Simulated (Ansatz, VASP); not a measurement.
**Br in VASP and in Ansatz**

```
CELL_PARAMETERS angstrom
0.00000 1.98340 1.98340
1.98340 0.00000 1.98340
1.98340 1.98340 0.00000
ATOMIC_POSITIONS crystal
Br 0.00000 0.00000 0.00000
```

Change from the starting cell: volume scaled by 0.68, crystal datasets.

Alike in both runs: task single point; functional LDA; k mesh 14 × 14 × 14; occupations fermi-dirac, width 0.1 eV; no spin polarisation.

```csv
,VASP,Ansatz
version,VASP 6.6.1,Ansatz 0.2.0
potentials or method,"VASP PAW LDA potentials, release 64 (Br), cutoff 520 eV","all-electron PAW with datasets made for the crystal, scalar-relativistic"
```

```tsv
	VASP	Ansatz	Ansatz less VASP
pressure (GPa)	47.0	46.6	-0.42
```

Ansatz ran all-electron here, so the differences hold the error of VASP's frozen core and of both bases.

Caveats: so large a pressure means that the cell lies far from this level's equilibrium, or that cutoff or potentials fall short (VASP); an odd number of electrons without spin polarisation forces a metal; a magnetic or distorted state may lie lower.
